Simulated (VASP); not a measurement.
# GaAs (F-43m) in VASP: notebook, part 2 of 2

VASP 6.6.1. The steps go on from the part before.

### Step 3. Dielectric tensor, PBEsol

The input, INCAR:

```
SYSTEM = GaAs
ALGO     = Normal         ! electronic algorithm
EDIFF    = 1E-8           ! SCF threshold, eV
ENCUT    = 350            ! plane-wave cutoff, eV
GGA      = PS             ! functional
ISIF     = 2              ! what is computed and relaxed
ISMEAR   = 0              ! smearing method
LASPH    = .TRUE.         ! aspherical terms in the spheres
LCHARG   = .FALSE.        ! write CHGCAR
LEPSILON = .TRUE.         ! dielectric tensor by DFPT
LREAL    = .FALSE.        ! projectors in reciprocal space
LWAVE    = .FALSE.        ! write WAVECAR
NELM     = 100            ! most SCF steps
PREC     = Accurate       ! precision mode
SIGMA    = 0.01           ! smearing width, eV
```

The input, KPOINTS:

```
k-points
0
G
  8 8 8
  0 0 0
```

The input, POSCAR:

```
GaAs
1.0
    0.0000000000      2.8268500000      2.8268500000
    2.8268500000      0.0000000000      2.8268500000
    2.8268500000      2.8268500000      0.0000000000
As Ga
1 1
Direct
    0.7500000000      0.7500000000      0.7500000000
    0.0000000000      0.0000000000      0.0000000000
```

Potentials or basis: VASP PAW PBE potentials, release 64 (As, Ga_d).

Run with:

```sh
$ cat potpaw_PBE.64/As/POTCAR potpaw_PBE.64/Ga_d/POTCAR > POTCAR
$ mpirun -np 1 vasp_std > vasp.out
```

OUTCAR:

```text
SYSTEM = GaAs
   EDIFF = 1E-8
   ENCUT = 350
   GGA = PS
   ISIF = 2
   ISMEAR = 0
   LASPH = .TRUE.
   LEPSILON = .TRUE.
   LREAL = .FALSE.
   NELM = 100
   PREC = Accurate

 Found     29 irreducible k-points:

 Following reciprocal coordinates:
            Coordinates               Weight
  0.000000  0.000000  0.000000      1.000000
  0.125000  0.000000  0.000000      8.000000
  0.250000  0.000000  0.000000      8.000000
  0.375000  0.000000  0.000000      8.000000
  0.500000  0.000000  0.000000      4.000000
  0.125000  0.125000  0.000000      6.000000
   k-points           NKPTS =     29   k-points in BZ     NKDIM =     29   number of bands    NBANDS=     13
   number of dos      NEDOS =    301   number of ions     NIONS =      2
   total plane-waves  NPLWV =  13824
   dimension x,y,z NGX =    24 NGY =   24 NGZ =   24
   dimension x,y,z NGXF=    48 NGYF=   48 NGZF=   48
   ions per type =               1   1
   NGX,Y,Z   is equivalent  to a cutoff of   9.98,  9.98,  9.98 a.u.
   NGXF,Y,Z  is equivalent  to a cutoff of  19.96, 19.96, 19.96 a.u.
 SYSTEM =  GaAs
   PREC   = accura    normal or accurate (medium, high low for compatibility)
   ISTART =      0    job   : 0-new  1-cont  2-samecut
   ICHARG =      2    charge: 1-file 2-atom 10-const
   ISPIN  =      1    spin polarized calculation?
   LNONCOLLINEAR =      F non collinear calculations
   LSORBIT =      F    spin-orbit coupling
   LASPH  =      T    aspherical Exc in radial PAW
   ENCUT  =  350.0 eV  25.72 Ry    5.07 a.u.   6.10  6.10  6.10*2*pi/ulx,y,z
   NELM   =    100;   NELMIN=  2; NELMDL= -5     # of ELM steps
   EDIFF  = 0.1E-07   stopping-criterion for ELM
   LREAL  =      F    real-space projection
   EDIFFG = 0.1E-06   stopping-criterion for IOM
   NSW    =      0    number of steps for IOM
   IBRION =     -1    ionic relax: 0-MD 1-quasi-New 2-CG
   NFREE  =      0    steps in history (QN), initial steepest desc. (CG)
   ISIF   =      2    stress and relaxation
   ISYM   =      2    0-nonsym 1-usesym 2-fastsym
   POTIM  = 0.5000    time-step for ionic-motion
   TEBEG  =    0.0;   TEEND  =   0.0 temperature during run
[... 170 lines left out ...]
           0.000000    37.214572    -0.000000
           0.000000     0.000000    37.214572
 ------------------------------------------------------

 Free energy of the ion-electron system (eV)
  ---------------------------------------------------
  ---------------------------------------------------
  free energy    TOTEN  =        -4.61004933 eV

  energy without entropy =       -4.61004933

------------------------ aborting loop because EDIFF is reached ----------------------------------------

--------------------------------------- Ionic step        2  -------------------------------------------

------------------------ aborting loop because EDIFF is reached ----------------------------------------

--------------------------------------- Ionic step        3  -------------------------------------------

 Free energy of the ion-electron system (eV)
  ---------------------------------------------------
  ---------------------------------------------------
  free energy    TOTEN  =        -4.61005020 eV

  energy without entropy =       -4.61005020

------------------------ aborting loop because EDIFF is reached ----------------------------------------

 PIEZOELECTRIC TENSOR FIELD DIRECTION 3  (e Angst)
 -----------------------------------------------------------------------------
    -0.00020  2.96976  0.00000           (  0.00000  0.01587  0.00000)
     2.96976 -0.00020  0.00000           (  0.01587  0.00000  0.00000)
     0.00000  0.00000 -0.00167           (  0.00000  0.00000 -0.00000)

 PIEZOELECTRIC TENSOR FIELD DIRECTION 3  (C/m^2)
 -----------------------------------------------------------------------------
    -0.00007  1.05316  0.00000
     1.05316 -0.00007  0.00000
     0.00000  0.00000 -0.00059

 MACROSCOPIC STATIC DIELECTRIC TENSOR (including local field effects in DFT)
 ------------------------------------------------------
          36.611184     0.000000    -0.000000
           0.000000    36.611184     0.000000
          -0.000000     0.000000    36.611184
 ------------------------------------------------------

 PIEZOELECTRIC TENSOR (including local field effects)  for field in x, y, z        (e  Angst)
          XX          YY          ZZ          XY          YZ          ZX
  --------------------------------------------------------------------------------
  x     0.00000     0.00000    -0.00000     0.00000     2.97947     0.00000
  y     0.00000    -0.00000     0.00000     0.00000     0.00000     2.97947
  z     0.00000     0.00000     0.00000     2.97947     0.00000     0.00000

 PIEZOELECTRIC TENSOR (including local field effects)  for field in x, y, z        (C/m^2)
          XX          YY          ZZ          XY          YZ          ZX
  --------------------------------------------------------------------------------
  x     0.00000     0.00000    -0.00000     0.00000     1.05660     0.00000
  y     0.00000    -0.00000     0.00000     0.00000     0.00000     1.05660
  z     0.00000     0.00000     0.00000     1.05660     0.00000     0.00000

 BORN EFFECTIVE CHARGES (including local field effects) (in |e|, cummulative output)
 ---------------------------------------------------------------------------------
 ion    1
    1    -2.29996     0.00000     0.00000
    2     0.00000    -2.29996     0.00000
    3     0.00000    -0.00000    -2.29996
 ion    2
    1     2.29996     0.00000     0.00000
    2     0.00000     2.29996     0.00000
    3     0.00000     0.00000     2.29996
```

It took 1.7 min on 1 thread of Intel Xeon Platinum 8488C (Sapphire Rapids), shared host; peak memory 0.21 GiB.

These settings aren't checked as converged: the numbers below hold their error.

Results:

- Band gap on the k mesh: 0.45 eV, direct
- Electronic dielectric tensor (diagonal): 36.61
- Born charges (mean of the diagonal): As -2.30; Ga +2.30 e

Caveat: the cutoff is under 1.25 times the usual one of these potentials, so pressure, stress and relaxed cells hold a basis-set (Pulay) error; the gap is small at this level, which inflates the dielectric constant; the PAW data sets were made with another functional, which shifts forces and pressure a little.

### Step 4. For comparison

An earlier run on the cell as given: functional PBEsol; potentials or basis VASP PAW PBE potentials, release 64 (As, Ga_d); cutoff 520 eV; k mesh 8 × 8 × 8; occupations fermi-dirac, width 0.05 eV; no spin polarisation.

- Pressure: 0.3 GPa
- Band gap on the k mesh: 0.46 eV, direct
